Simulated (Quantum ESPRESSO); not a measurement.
## BAs: zone-centre phonons and dielectric response under several settings

```
As B
1.0
     0.00000    2.38850    2.38850
     2.38850    0.00000    2.38850
     2.38850    2.38850    0.00000
As B
1 1
Direct
  0.75000 0.75000 0.75000
  0.00000 0.00000 0.00000
```

All runs used Quantum ESPRESSO 7.5; k mesh 8 × 8 × 8, shifted; no spin polarisation; occupations smeared at first, fixed for the response.

| level | potentials | geometry | cutoff (eV) | volume (Å³/atom) | pressure (GPa) | lowest optical mode without the field (cm⁻¹) | highest mode with the field (cm⁻¹) | ε∞ (mean) | ε0 (mean) | Born charge of atom 1 (e) |
| --- | --- | --- | --- | --- | --- | --- | --- | --- | --- | --- |
| PBEsol | PseudoDojo 0.4.1 SR PBEsol standard | given cell, atoms relaxed | 1143 | 13.63 | -0.7 | 687 | 690 | 9.81 | 9.9 | 0.48 |
| PBE | SSSP 1.3 efficiency PBE | relaxed cell | 748 | ? | 0.0 | ? | ? | ? | ? | ? |

What stands in the row left open?

Volume 13.97 Å³/atom; lowest optical mode without the field 682 cm⁻¹; highest mode with the field 684 cm⁻¹; ε∞ 9.90; ε0 10.0; Born charge of atom 1 0.41 e.

The runs don't all hold the same shells in valence.
